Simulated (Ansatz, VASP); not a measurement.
## One calculation of SnS, two programs

```xyz
8
Lattice="11.0974 0.0000 0.0000 0.0000 3.9845 0.0000 0.0000 0.0000 4.2313" Properties=species:S:1:pos:R:3 pbc="T T T"
Sn    1.3152    0.9961    0.4693
Sn    4.2335    2.9884    2.5849
Sn    6.8640    0.9961    1.6464
Sn    9.7822    2.9884    3.7620
S     9.4695    0.9961    2.0062
S     7.1766    2.9884    4.1218
S     3.9208    0.9961    0.1094
S     1.6279    2.9884    2.2251
```

Alike in both runs: functional PBEsol; k mesh 4 × 8 × 6; occupations gaussian, width 0.02 eV; no spin polarisation.

Ansatz relaxed the structure, and its values are those at the end. VASP's run is a single point on that final structure, the one shown.

|  | VASP | Ansatz |
| --- | --- | --- |
| version | VASP 6.6.1 | Ansatz 0.2.0 |
| potentials or method | VASP PAW PBE potentials, release 64 (Sn_d, S) | scalar-relativistic, plane waves, PAW |
| plane-wave cutoff (eV) | 520 | 420 |
| valence electrons in the cell | 80 | 80 |

VASP gave:

| Item | Value |
| --- | --- |
| gap on the k mesh at the Fermi level (eV) | 0.73 |
| least direct gap on the mesh (eV) | 1.08 |
| pressure (GPa) | 0.0 |
| rms of the force components (eV/Å) | 0.005 |

Q: Estimate Ansatz's values.

A: gap on the k mesh at the Fermi level (eV): 0.74; least direct gap on the mesh (eV): 1.08; pressure (GPa): 0.0; rms of the force components (eV/Å): 0.001.

The functional is the same, so the differences come from potentials, cutoffs and numerics.

Caveats: the PAW data sets were made with another functional, which shifts forces and pressure a little (VASP); spin-orbit coupling is left out, which moves the levels of the heavy elements. A k mesh can miss the band edges.
